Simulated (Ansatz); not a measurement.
# Field gradients of SiO2 from run to run

Cell of run 1: a Materials Project structure (computed, not necessarily an observed phase).

Space group P6_322 (No. 182); a = 5.0691, c = 8.5585 Å, γ = 120.00°.

| site | Wyckoff | site symmetry | x | y | z |
| --- | --- | --- | --- | --- | --- |
| Si | 4f | 3.. | 0.6667 | 0.3333 | 0.9371 |
| O5 | 6g | .2. | 0.0000 | 0.4213 | 0.0000 |
| O10 | 2c | 3.2 | 0.6667 | 0.3333 | 0.7500 |

One atom of each set is listed.

All runs are DFT with Ansatz 0.2.0 (plane waves and PAW, scalar-relativistic unless spin–orbit coupling is named, Γ-centred meshes, Fermi–Dirac smearing where given) in this cell.

Run 1: PBE, gradients read without the response of the cores, atoms as given; 420 eV, 6×6×3 k-points, smearing 0.02 eV.
Run 2: r2SCAN, gradients read without the response of the cores, atoms as given; 500 eV, 6×6×3 k-points, smearing 0.02 eV.
Run 3: HSE06, gradients read without the response of the cores, atoms as given; 420 eV, 4×4×2 k-points, smearing 0.02 eV.

```json
{"run": "1", "O5 V_zz (η)": "9.93 (0.12)", "O10 V_zz (η)": "10.56 (0.00)"}
{"run": "2", "O5 V_zz (η)": "?", "O10 V_zz (η)": "?"}
{"run": "3", "O5 V_zz (η)": "10.12 (0.12)", "O10 V_zz (η)": "10.75 (0.00)"}
```

V_zz in 10²¹ V/m²; 2 of the 3 sets of like atoms are followed.

Task: Estimate the row of run 2.

Result: O5: 9.86 (0.12); O10: 10.49 (0.00). It lies nearest to run 1, from whose tensors on these sites it differs by 0.07 at most (largest principal value of the difference, on O5).

In run 1 the atoms aren't at the calculated equilibrium (largest force 0.25 eV/Å).
